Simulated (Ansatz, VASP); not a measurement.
BP: VASP beside Ansatz

The input INCAR:

```
PREC = Accurate
ENCUT = 520
EDIFF = 1E-6
ISMEAR = 0
SIGMA = 0.023
LREAL = F
LASPH = T
NELM = 100
ALGO = Normal
ISIF = 2
LWAVE = F
LCHARG = F
GGA = PE
NBANDS = 11
```

The input KPOINTS:

```
regular mesh
0
Gamma
  10 10 10
```

Contents of POSCAR:

```
BP
1.0
    0.0000000000      2.2690000000      2.2690000000
    2.2690000000      0.0000000000      2.2690000000
    2.2690000000      2.2690000000      0.0000000000
P B
1 1
Direct
    0.7500000000      0.7500000000      0.7500000000
    0.0000000000      0.0000000000      0.0000000000
```

Contents of input.yaml:

```yaml
crystal:
  lattice:
    - [0.0, 2.269, 2.269]
    - [2.269, 0.0, 2.269]
    - [2.269, 2.269, 0.0]
  atoms:
    - { symbol: P, position: [0.75, 0.75, 0.75] }
    - { symbol: B, position: [0.0, 0.0, 0.0] }
kpoints:
  mp_grid: { grid: [10, 10, 10] }
scf:
  occupations: { method: gaussian, width: 0.023 }
hamiltonian:
  xc: pbe
  pseudopotentials: { kind: all_electron, lapw: { basis_error: 0.001 } }
output:
  forces: true
  stress: true
  eigenvalues: true
```

Alike in both runs: task single point; functional PBE; k mesh 10 × 10 × 10; occupations gaussian, width 0.023 eV; no spin polarisation.

|  | VASP | Ansatz |
| --- | --- | --- |
| version | VASP 6.6.1 | Ansatz 0.2.0 |
| potentials or method | VASP PAW PBE potentials, release 64 (P, B) | all-electron LAPW, scalar-relativistic |
| plane-wave cutoff (eV) | 520 | see its input |

|  | VASP | Ansatz | Ansatz less VASP |
| --- | --- | --- | --- |
| gap on the k mesh at the Fermi level (eV) | 1.24 | 1.25 | +0.007 |
| least direct gap on the mesh (eV) | 3.40 | 3.41 | +0.006 |
| pressure (GPa) | 0.9 | 1.1 | +0.20 |

Ansatz ran all-electron here, so the differences hold the error of VASP's frozen core and of both bases.

A k mesh can miss the band edges. Expect the measured gap to be larger: semilocal functionals such as PBE lack the derivative discontinuity.
